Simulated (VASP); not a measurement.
# TiSi (Cmmm) in VASP: single point with PBEsol

Aim: the single point of TiSi with PBEsol.

Everything below comes from runs of VASP 6.6.1. Logs are shortened: lines on timing, memory, paths and dates and some standing lists are left out, and cuts for length are marked.

### 1 Starting point

Symmetry: Cmmm, No. 65, orthorhombic system. Conventional cell: a = 3.632 Å, b = 4.235 Å, c = 3.804 Å, α = 90.00°, β = 90.00°, γ = 90.00°. Around Ti (site symmetry mmm) lie 8 Si at 2.63 to 2.85 Å and 4 Ti at 2.79 Å. Si (site symmetry mmm) has 8 Ti at 2.63 to 2.85 Å and 4 Si at 2.79 Å as nearest neighbours.

The cell comes from a database or a generator and needn't be the stable form of this composition.

### 2 Single point, PBEsol

Contents of INCAR:

```
PREC = Accurate
ENCUT = 520
EDIFF = 1E-7
ISMEAR = -1
SIGMA = 0.1
LREAL = False
LASPH = True
NELM = 100
ALGO = Fast
ISIF = 2
LWAVE = False
LCHARG = False
GGA = PS
NBANDS = 15
```

Contents of KPOINTS:

```
regular mesh
0
Gamma
  8 8 6
```

Contents of POSCAR:

```
TiSi
1.0
    1.8161780000     -2.1176240000      0.0000000000
    1.8161780000      2.1176240000      0.0000000000
    0.0000000000      0.0000000000      3.8039340000
Ti Si
1 1
Direct
    0.5000000000      0.5000000000      0.0000000000
    0.0000000000      0.0000000000      0.5000000000
```

Potentials or basis: VASP PAW PBE potentials, release 64 (Ti_sv, Si).

Command:

```console
> cat potpaw_PBE.64/Ti_sv/POTCAR potpaw_PBE.64/Si/POTCAR > POTCAR
> mpirun -np 1 vasp_std > vasp.out
```

OUTCAR:

```text
PREC = Accurate
   ENCUT = 520
   EDIFF = 1E-7
   ISMEAR = -1
   LREAL = False
   LASPH = True
   NELM = 100
   ISIF = 2
   GGA = PS

 ion  position               nearest neighbor table
   1  0.500  0.500  0.000-   2 2.63   2 2.63   2 2.63   2 2.63   2 2.85   2 2.85   2 2.85   2 2.85

   2  0.000  0.000  0.500-   1 2.63   1 2.63   1 2.63   1 2.63   1 2.85   1 2.85   1 2.85   1 2.85

  LATTYP: Found a base centered orthorhombic cell.
 ALAT       =     3.6323560000
 B/A-ratio  =     1.1659782246
 C/A-ratio  =     1.0472360088

  Lattice vectors:

 A1 = (   1.8161780000,  -2.1176240000,   0.0000000000)
 A2 = (   1.8161780000,   2.1176240000,   0.0000000000)
 A3 = (   0.0000000000,   0.0000000000,   3.8039340000)

Analysis of symmetry for initial positions (statically):
=====================================================================
 Subroutine PRICEL returns:
 Original cell was already a primitive cell.

 Routine SETGRP: Setting up the symmetry group for a
 base centered orthorhombic supercell.

 Subroutine GETGRP returns: Found  8 space group operations
 (whereof  8 operations were pure point group operations)
 out of a pool of  8 trial point group operations.

The static configuration has the point symmetry D_2h.

Analysis of symmetry for dynamics (positions and initial velocities):
=====================================================================
 Subroutine PRICEL returns:
 Original cell was already a primitive cell.

 Routine SETGRP: Setting up the symmetry group for a
 base centered orthorhombic supercell.

 Subroutine GETGRP returns: Found  8 space group operations
 (whereof  8 operations were pure point group operations)
 out of a pool of  8 trial point group operations.

The dynamic configuration has the point symmetry D_2h.

 Subroutine INISYM returns: Found  8 space group operations
 (whereof  8 operations are pure point group operations),
 and found     1 'primitive' translations

----------------------------------------------------------------------------------------

                                     Primitive cell

  volume of cell :      29.2597

  direct lattice vectors                    reciprocal lattice vectors
     1.816178000 -2.117624000  0.000000000     0.275303412 -0.236113682  0.000000000
     1.816178000  2.117624000  0.000000000     0.275303412  0.236113682  0.000000000
     0.000000000  0.000000000  3.803934000     0.000000000  0.000000000  0.262885739

  length of vectors
     2.789773097  2.789773097  3.803934000     0.362686696  0.362686696  0.262885739

  position of ions in fractional coordinates (direct lattice)
     0.500000000  0.500000000  0.000000000
     0.000000000  0.000000000  0.500000000

  ion indices of the primitive-cell ions
   primitive index   ion index
                 1           1
                 2           2

----------------------------------------------------------------------------------------

 KPOINTS: regular mesh

Automatic generation of k-mesh.
 Grid dimensions read from file:
 generate k-points for:    8    8    6

 Generating k-lattice:

  Cartesian coordinates                     Fractional coordinates (reciprocal lattice)
     0.034412926 -0.029514210  0.000000000     0.125000000  0.000000000  0.000000000
     0.034412926  0.029514210  0.000000000     0.000000000  0.125000000  0.000000000
     0.000000000  0.000000000  0.043814290     0.000000000  0.000000000  0.166666667

  Length of vectors
     0.045335837  0.045335837  0.043814290

  Shift w.r.t. Gamma in fractional coordinates (k-lattice)
     0.000000000  0.000000000  0.000000000

 Subroutine IBZKPT returns following result:
 ===========================================

 Found     84 irreducible k-points:

 Following reciprocal coordinates:
            Coordinates               Weight
  0.000000  0.000000  0.000000      1.000000
  0.125000  0.000000  0.000000      4.000000
  0.250000  0.000000  0.000000      4.000000
  0.375000  0.000000  0.000000      4.000000
  0.500000  0.000000  0.000000      2.000000
  0.125000  0.125000  0.000000      2.000000
[... 16 lines left out ...]
  0.125000  0.000000  0.166667      8.000000
  0.250000  0.000000  0.166667      8.000000
 [... further k-points ...]
   k-points           NKPTS =     84   k-points in BZ     NKDIM =     84   number of bands    NBANDS=     15
   number of dos      NEDOS =    301   number of ions     NIONS =      2
   total plane-waves  NPLWV =  16128
   dimension x,y,z NGX =    24 NGY =   24 NGZ =   28
   dimension x,y,z NGXF=    48 NGYF=   48 NGZF=   56
   ions per type =               1   1
   NGX,Y,Z   is equivalent  to a cutoff of  14.30, 14.30, 12.24 a.u.
   NGXF,Y,Z  is equivalent  to a cutoff of  28.60, 28.60, 24.47 a.u.
 SYSTEM =  unknown system
   PREC   = accura    normal or accurate (medium, high low for compatibility)
   ISTART =      0    job   : 0-new  1-cont  2-samecut
   ICHARG =      2    charge: 1-file 2-atom 10-const
   ISPIN  =      1    spin polarized calculation?
   LNONCOLLINEAR =      F non collinear calculations
   LSORBIT =      F    spin-orbit coupling
   LASPH  =      T    aspherical Exc in radial PAW
   ENCUT  =  520.0 eV  38.22 Ry    6.18 a.u.   5.19  5.19  7.07*2*pi/ulx,y,z
   NELM   =    100;   NELMIN=  2; NELMDL= -5     # of ELM steps
   EDIFF  = 0.1E-06   stopping-criterion for ELM
   LREAL  =      F    real-space projection
   EDIFFG = 0.1E-05   stopping-criterion for IOM
   NSW    =      0    number of steps for IOM
   IBRION =     -1    ionic relax: 0-MD 1-quasi-New 2-CG
   NFREE  =      0    steps in history (QN), initial steepest desc. (CG)
   ISIF   =      2    stress and relaxation
   ISYM   =      2    0-nonsym 1-usesym 2-fastsym
   POTIM  = 0.5000    time-step for ionic-motion
   TEBEG  =    0.0;   TEEND  =   0.0 temperature during run
   PSTRESS=    0.0 pullay stress
   NELECT =      16.0000    total number of electrons
   NUPDOWN=      -1.0000    fix difference up-down
   EMIN   =  10.00;   EMAX   =-10.00  energy-range for DOS
   EFERMI =   0.00;   METHOD = LEGACY
   ISMEAR =    -1;   SIGMA  =   0.10  broadening in eV -4-tet -1-fermi 0-gaus
   EFERMI_NEDOS =   21; number of points for ismear=-14 and -15
   IALGO  =     68    algorithm
   IMIX   =      4    mixing-type and parameters
     AMIX     =   0.40;   BMIX     =  1.00
     AMIX_MAG =   1.60;   BMIX_MAG =  1.00
  volume/ion in A,a.u.               =      14.63        98.73
  Fermi-wavevector in a.u.,A,eV,Ry     =   1.338725  2.529824 24.384157  1.792185
  Thomas-Fermi vector in A             =   2.467173
   LORBIT       =      0    0 simple, 1 ext, 2 COOP (PROOUT), +10 PAW based schemes
   GGA     = PS    functional components
   LHFCALC =     F    Hartree Fock is set to
   AEXX    =    0.0000 exact exchange contribution
   IVDW    =     0    specifies the selected vdW correction
   LEPSILON=     F    determine dielectric tensor
   LRPA    =     F    only Hartree local field effects (RPA)
 non-spin polarized calculation
 RMM-DIIS sequential band-by-band and
  energy-cutoff  :      520.00
  volume of cell :       29.26
 maximum number of plane-waves:       814
 NGX is ok and might be reduce to    24
   NGX = 11   NGY = 11   NGZ = 15

 number of electron      16.0000004 magnetization

 Free energy of the ion-electron system (eV)
  ---------------------------------------------------
  ext. energy  EPLUGINS =         0.00000000
  ---------------------------------------------------
  free energy    TOTEN  =       -15.32916452 eV

  energy without entropy =      -15.28482258  energy(sigma->0) =      -15.30699355

 E-fermi :  10.0245     XC(G=0): -11.8346

 val. band max:       10.0041012913   @ k =   0.5000   0.2500   0.5000
 cond. band min:      10.0265712910   @ k =   0.2500   0.2500   0.5000
 fundamental gap:      0.0224699997
 Fermi energy:        10.0245128490

 k-point     1 :       0.0000    0.0000    0.0000
  band No.  band energies     occupation
      1     -46.4501      2.00000
      2     -22.9621      2.00000
      3     -22.5387      2.00000
      4     -22.4395      2.00000
      5      -1.6792      2.00000
      6       7.6058      2.00000
      7       8.3750      2.00000
      8       8.9002      1.99997
      9      11.6835      0.00000
     10      12.3401      0.00000
     11      12.9124      0.00000
     12      15.2063      0.00000
     13      15.9913      0.00000
     14      16.3694      0.00000
     15      18.4973      0.00000

 k-point     2 :       0.1250    0.0000    0.0000
  band No.  band energies     occupation
      1     -46.4397      2.00000
      2     -22.9516      2.00000
      3     -22.5929      2.00000
      4     -22.4642      2.00000
      5      -1.3662      2.00000
      6       7.8398      2.00000
      7       8.1639      2.00000
      8       8.8588      1.99998
      9      11.9469      0.00000
     10      12.4207      0.00000
     11      12.5759      0.00000
     12      13.6405      0.00000
     13      16.0027      0.00000
     14      16.4232      0.00000
     15      19.7596      0.00000

 k-point     3 :       0.2500    0.0000    0.0000
  band No.  band energies     occupation
      1     -46.4147      2.00000
      2     -22.9261      2.00000
      3     -22.7783      2.00000
      4     -22.4656      2.00000
      5      -0.4518      2.00000
      6       7.6528      2.00000
      7       7.7187      2.00000
      8       8.6076      2.00000
      9      12.0417      0.00000
     10      12.2132      0.00000
     11      12.4283      0.00000
     12      13.0676      0.00000
     13      16.1617      0.00000
     14      16.8085      0.00000
     15      20.5594      0.00000
[... 343 lines left out ...]
 k-point    23 :       0.1250    0.0000    0.1667
  band No.  band energies     occupation
      1     -46.4393      2.00000
      2     -22.9621      2.00000
      3     -22.5922      2.00000
      4     -22.4637      2.00000
      5      -1.1206      2.00000
      6       6.3239      2.00000
      7       8.9168      1.99997
      8       9.2197      1.99936
      9      11.5517      0.00000
     10      12.0691      0.00000
     11      12.6451      0.00000
     12      14.2983      0.00000
     13      16.4336      0.00000
     14      17.3143      0.00000
     15      19.4810      0.00000

 k-point    24 :       0.2500    0.0000    0.1667
  band No.  band energies     occupation
      1     -46.4143      2.00000
      2     -22.9355      2.00000
      3     -22.7771      2.00000
      4     -22.4652      2.00000
      5      -0.2475      2.00000
      6       6.7404      2.00000
      7       7.7673      2.00000
      8       9.1199      1.99976
      9      11.9709      0.00000
     10      12.1125      0.00000
     11      12.1920      0.00000
     12      13.1079      0.00000
     13      16.9603      0.00000
     14      17.3879      0.00000
     15      19.8022      0.00000

 [... further k-points ...]

------------------------ aborting loop because EDIFF is reached ----------------------------------------

  FORCE on cell =-STRESS in cart. coord.  units (eV):
  Direction    XX          YY          ZZ          XY          YZ          ZX
  --------------------------------------------------------------------------------------
  -------------------------------------------------------------------------------------
  Total       -0.6403924     -0.9147787     -0.6506155     -0.0000000      0.0000000      0.0000000
  in kB      -35.0660236    -50.0906166    -35.6258132     -0.0000000      0.0000000      0.0000000
  external PRESSURE =     -40.2608178 kB  Pullay stress =       0.0000000 kB

 VOLUME and BASIS-vectors are now :
 -----------------------------------------------------------------------------
  energy-cutoff  :      520.00
  volume of cell :       29.26
      direct lattice vectors                 reciprocal lattice vectors
     1.816178000 -2.117624000  0.000000000     0.275303412 -0.236113682  0.000000000
     1.816178000  2.117624000  0.000000000     0.275303412  0.236113682  0.000000000
     0.000000000  0.000000000  3.803934000     0.000000000  0.000000000  0.262885739

 POSITION                                       TOTAL-FORCE (eV/Angst)
 -----------------------------------------------------------------------------------
      1.81618      0.00000      0.00000         0.000000      0.000000      0.000000
      0.00000      0.00000      1.90197        -0.000000     -0.000000      0.000000
 -----------------------------------------------------------------------------------
    total drift:                               -0.000000     -0.000000     -0.000000

  FREE ENERGIE OF THE ION-ELECTRON SYSTEM (eV)
  ---------------------------------------------------
  free  energy   TOTEN  =       -15.3291645225 eV

  energy  without entropy=      -15.2848225757  energy(sigma->0) =      -15.30699355
```

It took 48 s on 1 thread of AMD EPYC 9R45 (Zen 5), shared host; peak memory 0.13 GiB.

What came out:

- Free energy: -15.3292 eV
- Pressure: -4.0 GPa
- Band gap on the k mesh: none (metal or under the smearing width)

Caveat: the PAW data sets were made with another functional, which shifts forces and pressure a little.
